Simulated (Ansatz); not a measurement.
**Worked example: C4H8 + SiH3Cl → C3H8Si + CH3Cl**

Species: C4H8 (1-butene) `C=CCC`, singlet; SiH3Cl (chlorosilane) `[SiH3]Cl`, singlet; C3H8Si (prop-2-enylsilane) `C=CC[SiH3]`, singlet; CH3Cl (chloromethane) `CCl`, singlet. The partners trade CH3 for SiH3: C–CH3 and Cl–SiH3 bonds give way to C–SiH3 and Cl–CH3.

Shapes, held fixed at every level: PBE0-D4/def2-TZVP. Flexible molecules stand in one conformer, not always the lowest. Programs: Ansatz 0.2.0. Electronic energies: no zero-point or thermal term.

At CCSD(T)/CBS estimate; 1 Eh = 2625.50 kJ/mol:

```
species  energy (Eh)
   C4H8  -157.006727
 SiH3Cl  -750.696358
 C3H8Si  -408.021787
  CH3Cl  -499.632200
```

Problem. Work out ΔE of the reaction at this level.

Solution. 
1. Products less reactants: (-408.021787) + (-499.632200) − [(-157.006727) + (-750.696358)] = 0.049098 Eh = +128.9 kJ/mol.

Other levels give +125.0 (PBE0-D4/def2-TZVPP) to +141.3 kJ/mol (HF/def2-TZVPP). No measured value is set beside it here. The CBS estimate extrapolates MP2 from def2-TZVPP and def2-QZVPP and adds CCSD(T) − MP2 in the triple-zeta set, cores frozen.
